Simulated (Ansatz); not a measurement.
# Fe: the cost of one run

Program: Ansatz 0.2.0. Level of theory: DFT PBE, scalar-relativistic. These are calculated values, not measurements.

## Step 1: Starting point

The structure is orthorhombic, space group Fmmm (No. 69). The conventional cell has a = 2.997 Å, b = 3.883 Å, c = 3.930 Å, α = 90.00°, β = 90.00°, γ = 90.00°. Fe (site symmetry mmm) is surrounded by 12 Fe at 2.45 to 2.76 Å.

Coordinates:

```xyz
1
Lattice="0.0000 1.9417 1.9651 1.4984 0.0000 1.9651 1.4984 1.9417 0.0000" Properties=species:S:1:pos:R:3 pbc="T T T"
Fe    0.0000    0.0000    0.0000
```

Structure from a Materials Project entry, not relaxed further.

## Step 2: Full-potential LAPW

Contents of input.yaml:

```yaml
crystal:
  lattice:
    - [0.0, 1.9417396906, 1.9651051623]
    - [1.4984397099, 0.0, 1.9651051623]
    - [1.4984397099, 1.9417396906, 0.0]
  atoms:
    - { symbol: Fe, position: [0.0, 0.0, 0.0], spin: 3.0 }
magnetization:
  spin_polarized: true
kpoints:
  mp_grid: { grid: [16, 16, 16] }
  band_path:
    path:
      - [0.0, 0.0, 0.0]
      - [0.5, 0.0, 0.5]
      - [0.5, 0.246480624, 0.746480624]
      - [0.5, 0.753519376, 0.253519376]
      - [0.5, 0.5, 0.0]
      - [0.9257107586, 0.5, 0.4257107586]
      - [0.0742892414, 0.5, 0.5742892414]
      - [0.0, 0.5, 0.5]
      - [0.076087883, 0.576087883, 0.5]
    npoints: 14
scf:
  occupations: { method: fermi_dirac, width: 0.05 }
hamiltonian:
  xc: pbe
  pseudopotentials: { kind: all_electron, lapw: { basis_error: 0.0005 } }
output:
  forces: true
  stress: true
  eigenvalues: true
  populations: true
  dos: { projected: true, de: 0.2, e_range: [-14, 8] }
```

Launch:

```
ansatz run input.yaml --threads 1 --pin off --max-ram 3072MiB --backend cpu --events-out ev --progress --plain --runs-dir out
```

**Question.** How long does this run take on 1 thread of Arm Neoverse V1, shared host, and how much memory does it need?

About 2.4 min, with a peak of 1 GiB.
